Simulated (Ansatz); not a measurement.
Ligand exchange: C3H7Br + InH2(SH) → C3H8S + InH2Br

Species: C3H7Br (1-bromopropane) `CCCBr`, singlet; InH2(SH), singlet; C3H8S (1-propanethiol) `CCCS`, singlet; InH2Br `[Br][InH2]`, singlet. The partners trade Br for SH: C–Br and In–SH bonds give way to C–SH and In–Br.

Shapes, held fixed at every level: PBE0-D4/def2-TZVP. Flexible molecules stand in one conformer, not always the lowest. Programs: Ansatz 0.2.0. Electronic energies: no zero-point or thermal term.

(1) Estimate ΔE of this reaction.

## Answers

(1) The highest level, CCSD(T)/def2-TZVPP, gives ΔE = -40.8 kJ/mol; the levels span -45.4 to -40.4. The column of differences is taken from that level and isn't an error. No measured value is set beside it here. For atoms past krypton def2 sets carry core potentials with scalar relativity. Relativity is left out for Br unless named. Correlated rows may include outer-core shells of Br, In, which these sets cover unevenly. Times are processor times on shared x86 and Arm servers, and rough.

| level | kind | ΔE (kJ/mol) | less CCSD(T)/def2-TZVPP | CPU time (sum over the molecules) |
| --- | --- | --- | --- | --- |
| PBE-D4/def2-TZVPP | GGA | -40.4 | +0.4 | 30 s |
| B3LYP-D4/def2-TZVPP | global hybrid | -44.6 | -3.8 | 54 s |
| PBE0-D4/def2-TZVPP | global hybrid | -45.4 | -4.6 | 34 s |
| B2PLYP/def2-TZVPP | double hybrid | -43.6 | -2.8 | 66 s |
| MP2/def2-TZVPP | perturbation theory | -40.4 | +0.4 | – |
| CCSD/def2-TZVPP | coupled cluster or CI | -43.2 | -2.4 | – |
| CCSD(T)/def2-TZVPP | coupled cluster or CI | -40.8 | 0.0 | 22 min |
